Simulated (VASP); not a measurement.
# BN (F-43m): a series in a change of volume, part 2 of 2

Wanted: the response of BN to a change of volume, as a table, with a fit that predicts a row left out.

VASP 6.6.1, plane waves and PAW; the level of theory is named at each step.

So far: Set-up; Relax the crystal, LDA; Relax at fixed volume, LDA; Band edges, TB-mBJ with spin-orbit coupling.

## (5) Band edges, r2SCAN with spin-orbit coupling

Short lines in KPOINTS_OPT sample the zone centre, for masses, and the other valleys.

Level: r2SCAN, spin-orbit coupling; plane waves and PAW (B, N).

The input, INCAR:

```
SYSTEM = BN
PREC = Accurate
ENCUT = 600
EDIFF = 1E-06
NELM = 100
ISMEAR = 0
SIGMA = 0.02
LREAL = .FALSE.
ALGO = Normal
METAGGA = R2SCAN
LASPH = .TRUE.
LNONCOLLINEAR = .TRUE.
MAGMOM = 0 0 0 0 0 0
NBANDS = 18
GGA_COMPAT = .FALSE.
LSORBIT = .TRUE.
LWAVE = .FALSE.
LCHARG = .FALSE.
KPAR = 3
```

The input, POSCAR:

```
BN
1.0
    0.0000000000      1.7547448303      1.7547448303
    1.7547448303      0.0000000000      1.7547448303
    1.7547448303      1.7547448303      0.0000000000
B N
1 1
Direct
    0.0000000000      0.0000000000      0.0000000000
    0.2500000000      0.2500000000      0.2500000000
```

The input, KPOINTS:

```
Automatic mesh
0
Gamma
11 11 11
0 0 0
```

The input, KPOINTS_OPT:

```
Line mode
6
Line-mode
Reciprocal
  0.00000000   0.00000000   0.00000000
  0.01396382   0.01396382  -0.00000000

  0.00000000   0.00000000   0.00000000
  0.00000000  -0.01396382  -0.01396382

  0.31000000   0.31000000   0.00000000
  0.50000000   0.50000000   0.00000000

  0.00000000   0.31000000   0.31000000
  0.00000000   0.50000000   0.50000000

  0.45000000   0.45000000   0.45000000
  0.50000000   0.50000000   0.50000000

  0.45000000   0.00000000   0.00000000
  0.50000000   0.00000000   0.00000000

  0.42500000   0.42500000   0.00000000
  0.42500000   0.43896382   0.01396382

  0.50000000   0.50000000   0.50000000
  0.49012609   0.50987391   0.50000000
```

Potentials, in the order of the species: B and N (LDA family, release 64).

On the command line:

```sh
$ mpirun -np 3 vasp_ncl
```

Output:

```text
[banner, memory and clock lines left out]
running    3 mpi-ranks, on    1 nodes
[...]
[... a notice as in an earlier step ...]

 LDA part: xc-table for (None), standard interpolation
 POSCAR, INCAR and KPOINTS ok, starting setup
[...]
entering main loop
       N       E                     dE             d eps       ncg     rms          rms(c)
DAV:   1     0.250792848024E+01    0.25079E+01   -0.47326E+03  3276   0.101E+03
DAV:   2    -0.393493756614E+02   -0.41857E+02   -0.39273E+02  4494   0.235E+02
DAV:   3    -0.405137994295E+02   -0.11644E+01   -0.11562E+01  3686   0.328E+01
DAV:   4    -0.405162006593E+02   -0.24012E-02   -0.24008E-02  3534   0.174E+00
[...]
DAV:  10    -0.371501056153E+02   -0.13290E-03   -0.40418E-04  3578   0.214E-01    0.501E-02
DAV:  11    -0.371500933303E+02    0.12285E-04   -0.18966E-05  3408   0.708E-02    0.994E-03
DAV:  12    -0.371500938345E+02   -0.50419E-06   -0.29644E-06  3472   0.205E-02
   1 F= -.37150094E+02 E0= -.37150094E+02  d E =-.223684E-49  mag=    -0.0000    -0.0000    -0.0000
 Start KPOINTS_OPT (optional k-point list driver)
k-point batch [1-48\48]
       N       E                     dE             ncg
DAV:   1     0.246952614668E+04   -0.12582E+05     1728
DAV:   2     0.332160794617E+03   -0.21374E+04     2372
DAV:   3     0.277907740558E+03   -0.54253E+02     1928
DAV:   4     0.277819790729E+03   -0.87950E-01     1894
DAV:   5     0.277819682989E+03   -0.10774E-03     1892
DAV:   6     0.277819682808E+03   -0.18011E-06     1530
```

The job ended after 2.4 min (3 MPI ranks of AMD EPYC 7R43, shared host; peak memory 0.51 GiB).

OUTCAR, selected parts (step 5):

```text
  Total        2.6286138      2.6286138      2.6286138      0.0000000      0.0000000      0.0000000
  in kB      389.7314542    389.7314542    389.7314542      0.0000000      0.0000000      0.0000000
  external PRESSURE =     389.7314542 kB  Pullay stress =       0.0000000 kB

  FREE ENERGIE OF THE ION-ELECTRON SYSTEM (eV)
  ---------------------------------------------------
  free  energy   TOTEN  =       -37.1500938345 eV

  energy  without entropy=      -37.1500938345  energy(sigma->0) =      -37.15009383

[... 3 parts as in an earlier step ...]

[... 1 further part left out ...]
[key lines of the parts left out:]
E-fermi :   8.8313
```

Read from the output:

* energy(sigma→0) of the program: -37.1501 eV
* stress, compression positive: xx, yy, zz 38.97, 38.97, 38.97 GPa

The run ends at a pressure of 38.97 GPa.

## (6) The table

Runs beyond LDA use the data sets made with LDA; this shifts their levels slightly, and their total energies have another zero (at TB-mBJ, which has no energy functional, they mean nothing).

The other members went through these steps as far as the tables show, with the same cutoff and, step by step, the same mesh; 25 runs are not shown. The session took 2.1 core hours (wall time by ranks) on a shared machine.

| volume over the relaxed volume | volume (Å³/atom) | pressure (GPa) | energy above the unstrained row (meV/atom) | gap on the mesh, LDA (eV) |
| --- | --- | --- | --- | --- |
| 0.940 | 5.403 | 27.929 | 29.725 | 4.444 |
| 0.955 | 5.489 | 20.205 | 16.523 | 4.427 |
| 0.970 | 5.576 | 13.005 | 7.350 | 4.409 |
| 0.985 | 5.662 | 6.290 | 1.927 | 4.392 |
| 1 | 5.748 | 0.028 | 0.000 | 4.375 |
| 1.015 | 5.834 | -5.812 | 1.350 | 4.358 |
| 1.030 | 5.920 | -11.261 | 5.733 | 4.341 |
| 1.045 | 6.007 | -16.347 | 12.951 | 4.324 |
| 1.060 | 6.093 | -21.088 | 22.842 | 4.306 |

A cubic of the pressure in ln(V/V₀) through all rows has the slope −B at V₀: B = 403 GPa, and its curvature gives B′ = 3.6.

Band edges at TB-mBJ with spin-orbit coupling, counted from the valence-band top at Γ, spin-orbit pairs averaged, with one row partly withheld:

| volume over the relaxed volume | gap (eV) | conduction band at Γ (eV) | Δ or X valley along z (eV) | lowest conduction level at L, [111] (eV) | second valence level below the top (eV) | third valence level below the top (eV) |
| --- | --- | --- | --- | --- | --- | --- |
| 0.940 | 5.851 | 10.692 | 5.851 | 12.148 | 0.000 | 0.020 |
| 0.955 | 5.840 | 10.616 | 5.840 | 11.942 | 0.000 | 0.020 |
| 0.970 | 5.828 | 10.540 | 5.828 | 11.741 | 0.000 | 0.020 |
| 0.985 | ? | 10.465 | ? | 11.544 | 0.000 | 0.020 |
| 1 | 5.803 | 10.392 | 5.803 | 11.353 | 0.000 | 0.020 |
| 1.015 | 5.790 | 10.320 | 5.790 | 11.165 | 0.000 | 0.019 |
| 1.030 | 5.777 | 10.248 | 5.777 | 10.982 | 0.000 | 0.019 |
| 1.045 | 5.763 | 10.178 | 5.763 | 10.803 | 0.000 | 0.019 |
| 1.060 | 5.749 | 10.108 | 5.749 | 10.627 | 0.000 | 0.019 |

Band edges at r2SCAN with spin-orbit coupling, counted from the valence-band top at Γ, spin-orbit pairs averaged:

| volume over the relaxed volume | gap (eV) | conduction band at Γ (eV) | Δ or X valley along z (eV) | lowest conduction level at L, [111] (eV) | second valence level below the top (eV) | third valence level below the top (eV) |
| --- | --- | --- | --- | --- | --- | --- |
| 0.940 | 5.068 | 9.936 | 5.069 | 11.942 | 0.000 | 0.022 |
| 0.955 | 5.051 | 9.859 | 5.051 | 11.776 | 0.000 | 0.022 |
| 0.970 | 5.033 | 9.782 | 5.033 | 11.556 | 0.000 | 0.022 |
| 0.985 | 5.016 | 9.707 | 5.016 | 11.342 | 0.000 | 0.022 |
| 1 | 4.998 | 9.633 | 4.998 | 11.133 | 0.000 | 0.021 |
| 1.015 | 4.981 | 9.560 | 4.981 | 10.928 | 0.000 | 0.021 |
| 1.030 | 4.963 | 9.488 | 4.963 | 10.729 | 0.000 | 0.021 |
| 1.045 | 4.945 | 9.418 | 4.945 | 10.533 | 0.000 | 0.021 |
| 1.060 | 4.927 | 9.348 | 4.927 | 10.342 | 0.000 | 0.021 |

## (7) Fit and prediction

The quantity to fit is the Δ or X valley above the valence top at TB-mBJ with spin-orbit coupling: 5.851, 5.840, 5.828, 5.803, 5.790, 5.777, 5.763, 5.749 eV in the rows shown.

Fitting a parabola to the 8 known rows (u: logarithm of the volume ratio) gives E = − 1.256 u² − 0.8536 u + 5.803 in eV; the residuals are 1.8e-4 eV r.m.s.

At u = -0.01511 this predicts 5.8159 eV.

## (8) Checking the prediction

The calculation gives 5.8154 eV, so the prediction is 0.0005 eV too high.

## (9) What came out

| Property | Result |
| --- | --- |
| bulk modulus | 403 GPa |
| gap of the unstrained cell, TB-mBJ with spin-orbit coupling | 5.80 eV |
| gap of the unstrained cell, r2SCAN with spin-orbit coupling | 5.00 eV |
| dE/d ln V of the Δ or X valley above the valence top, TB-mBJ with spin-orbit coupling | -0.85 eV |
| error of the predicted row | 0.5 meV |

The slope of the energy gives 0.47 GPa at the relaxed volume where the pressure column has 0.03 GPa, a mark of the finite basis. At TB-mBJ with spin-orbit coupling the lowest conduction valley is Δ or X throughout, and the gap runs between 5.75 and 5.85 eV. At r2SCAN with spin-orbit coupling the lowest conduction valley is Δ or X throughout, and the gap runs between 4.93 and 5.07 eV. Hole masses are left out throughout, since the top bands are degenerate or cross in many series; of conduction masses, those of the Γ, L and (for Si and Ge under (001) strain) Δ valleys are kept where they change by under an eighth between rows. TB-mBJ is a potential fitted for gaps; it has no energy functional, so its total energies and forces mean nothing, and its bands tend to come out too narrow. r2SCAN opens gaps somewhat over GGA but leaves them below measured values as a rule. Δ or X levels are the lowest on their line, refined by a parabola unless they lie at X; the gap is read from all points sampled and can differ from the lowest valley by some meV, or by tens of meV where strain moves the valence top off Γ. Temperature, zero-point motion and excitons are left out.

[Lines on the potential files, build, host, timing and source positions are cut from VASP's logs without a mark.]

[Logs are printed without paths, hosts, clocks, repeated set-up lines and the standing remarks that a program may print on its own settings, such as how far it seeks lower states.]

[Hosts, paths, dates, database ids (printed as entryN), source tags and the programs' standing remarks are cut or masked in the printed files.]

[In band tables of VASP the shares of atoms and orbitals are scaled to a sum of 1 inside the atoms' spheres.]
